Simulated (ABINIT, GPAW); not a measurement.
**The band gap of Si2Mo, sorted by core time**

```xyz
9
Lattice="4.5855 0.0000 0.0000 -2.2927 3.9711 0.0000 0.0000 0.0000 6.5798" Properties=species:S:1:pos:R:3 pbc="T T T"
Mo    1.1464    1.9856    5.4831
Mo   -1.1464    1.9856    1.0966
Mo    2.2927    0.0000    3.2899
Si    0.0000    1.3015    3.2899
Si    1.1656    3.3204    1.0966
Si    3.4583    0.6508    5.4831
Si    2.2927    2.6696    3.2899
Si    1.1272    0.6508    1.0966
Si   -1.1656    3.3204    5.4831
```

Measurements of this composition are mostly on another form, of space group No. 139.

| rung | level | program and potentials | cutoff (eV) | k mesh | smearing | core time | chip | band gap (eV) | notes |
| --- | --- | --- | --- | --- | --- | --- | --- | --- | --- |
| LDA | LDA | GPAW, the program's PAW data sets (release 1.2.1) made for this functional | 600 | 5 × 5 × 3 | fermi-dirac 0.05 | 7.3 min | Arm Neoverse V2 | 0.02 | from the band path |
| GGA | PBEsol | GPAW, PAW data sets generated for this functional | 600 | 5 × 5 × 3 | fermi-dirac 0.05 | 7.4 min | Arm Neoverse V2 | 0.03 | from the band path |
| LDA | LDA | ABINIT, JTH PAW LDA v2.0 | 408 | 7 × 7 × 4 | fermi-dirac 0.05 | 8.9 min | Arm Neoverse V2 | 0.02 | from the band path |
| meta-GGA | r2SCAN | GPAW, GPAW PAW data sets (gpaw-data 1.2.1) | 600 | 5 × 5 × 3 | fermi-dirac 0.05 | 20 min | Arm Neoverse V2 | 0.16 | potentials made for PBE; from the band path |

Times are single runs on shared hosts, so they are rough; meshes, cutoffs and the tasks' sizes weigh on the time. Task: band structure. All rows: no spin polarisation. Gaps are the least found on the k mesh or the band path, and a mesh can miss the band edges. Smearing widths are in eV. Meshes differ between rows, which moves values too. All levels ran on this one cell, unrelaxed unless noted. Meshes are those of the run's cell of 9 atoms unless a note names another. Runs on faulty files, with rough fits or with known faults for this quantity aren't shown. PBE isn't shown for this crystal. No row holds spin-orbit coupling.

By rung: LDA 0.02; GGA 0.03; meta-GGA 0.16 (eV).
